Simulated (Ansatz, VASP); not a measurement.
## One calculation of Te, two programs

```
CELL_PARAMETERS angstrom
3.93605 0.00000 0.00000
-1.96803 3.40872 0.00000
0.00000 0.00000 10.72014
ATOMIC_POSITIONS crystal
Te 0.00000 0.00000 0.25000
Te 0.00000 0.00000 0.75000
Te 0.33333 0.66667 0.75000
Te 0.66667 0.33333 0.25000
```

Alike in both runs: task relaxation of cell and atoms; functional r2SCAN; k mesh 6 × 6 × 2; occupations gaussian, width 0.1 eV; no spin polarisation.

|  | VASP | Ansatz |
| --- | --- | --- |
| version | VASP 6.6.1 | Ansatz 0.2.0 |
| potentials or method | VASP PAW PBE potentials, release 64 (Te) | scalar-relativistic, plane waves, PAW |
| plane-wave cutoff (eV) | 600 | 500 |
| valence electrons in the cell | 24 | 64 |

|  | VASP | Ansatz | Ansatz less VASP |
| --- | --- | --- | --- |
| gap on the k mesh at the Fermi level, each at its own relaxed structure (eV) | none | none | - |
| relaxed volume (Å³/atom) | 36.85 | 36.69 | -0.162 |
| relaxed cell length with the largest relative difference (Å) | 5.171 | 5.159 | -0.0120 |
| energy change over the relaxation (meV/atom) | -4617 | -4584 | +32.9 |

A gap of «none» marks a metal or a gap that the smearing closes. The two sets of potentials don't hold the same shells in valence.

Caveats: the bands computed are all filled at some k points, so no gap is given; the PAW data sets were made with another functional, which shifts forces and pressure a little (VASP). Spin-orbit coupling is left out, which matters for the levels of Te.
